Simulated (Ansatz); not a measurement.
SnO2: enthalpy under pressure, worked through

The calculation used DFT PBE, scalar-relativistic, plane waves, PAW in Ansatz 0.2.0. Settings: 420 eV cutoff, 6×6×8 k-mesh, Gaussian smearing of 0.02 eV, no spin polarisation.

Reference structure (relaxed):

```yaml
crystal:
  lattice:
    - [4.82719, 0.00000, 0.00000]
    - [0.00000, 4.82719, 0.00000]
    - [0.00000, 0.00000, 3.23815]
  atoms:
    - { symbol: Sn, position: [0.50000, 0.50000, 0.50000] }
    - { symbol: Sn, position: [0.00000, 0.00000, 0.00000] }
    - { symbol: O, position: [0.19342, 0.80658, 0.50000] }
    - { symbol: O, position: [0.80658, 0.19342, 0.50000] }
    - { symbol: O, position: [0.30658, 0.30658, 0.00000] }
    - { symbol: O, position: [0.69342, 0.69342, 0.00000] }
```

Cell and atoms were relaxed at each target pressure within the start's symmetry (P4_2/mnm), at zero temperature; other phases can be more stable under pressure. H = E + PV with P the target; E is the free energy at the smearing used, whose derivative the pressure is, per atom and counted from zero pressure. The mesh named is that at zero pressure; some other pressures ran on another.

```tsv
P (GPa)	V (Å³/atom)	E − E0 (meV)	H − H0 (meV)
0	12.576	0.0	0.0
1	12.504	0.2	78.3
4	12.299	3.4	310.4
12	11.834	26.2	912.5
25	11.254	92.2	1848.2
50	10.448	276.9	3537.4
90	9.575	650.8	6029.7
```

**Question.** Thermodynamics gives dH/dP = V along a relaxed path. Integrate V over P by the trapezoid rule and compare with the computed enthalpies.

**Answer.** With 1 eV/Å³ = 160.22 GPa, each step adds the mean volume times ΔP / 160.22:
| P (GPa) | ∫V dP (meV) | H − H0 (meV) | difference (meV) |
| --- | --- | --- | --- |
| 1 | 78.3 | 78.3 | 0.0 |
| 4 | 310.5 | 310.4 | 0.0 |
| 12 | 913.0 | 912.5 | 0.4 |
| 25 | 1849.6 | 1848.2 | 1.4 |
| 50 | 3542.7 | 3537.4 | 5.3 |
| 90 | 6042.3 | 6029.7 | 12.6 |

V(P) curves upward, so the trapezoid rule runs high; integrating a smooth curve through the same points puts that excess at about 12.8 meV at 90 GPa, against the 12.6 meV found.

**Question.** At 90 GPa, how much of the enthalpy change is stored energy and how much is the PV term?

**Answer.** E rises by 651 meV/atom and PV is 90 × 9.575 / 160.22 = 5379 meV/atom, so PV makes 89 % of ΔH. So between rival structures at high pressure a small difference in volume can outweigh the difference in energy: 1 % of this volume is worth 53.8 meV/atom at this pressure.

**Question.** What bulk modulus do the lowest pressures give, and how is the compression shared among the axes?

**Answer.** From the pressures that the runs reached, -1.00 GPa (12.653 Å³) and 1.01 GPa (12.504 Å³), B = −ΔP/Δln V = 2.01 / 0.0118 = 169 GPa, a mean over that range. The linear compressibilities −Δln(length)/ΔP are 2.38 along a, 2.38 along b, 1.14 along c (in TPa⁻¹). With fixed angles they add up to 1/B: 5.91 against 5.91. Softest: a and b, at 40 % of the volume change per axis.

**Question.** The gap is 0.624 eV at -1.00 GPa and 0.736 eV at 1.01 GPa. What pressure coefficient and volume deformation potential follow?

**Answer.** dE_g/dP = 55.8 meV/GPa, and a_V = dE_g/d ln V = −B dE_g/dP = -9.44 eV. A gap that opens under pressure, with a_V of several eV below zero, is what an s-like antibonding conduction edge gives, since compression pushes it up. If the edges move to other points of the zone within the range, this is a mean of two slopes. Gaps are Kohn–Sham gaps over the whole zone.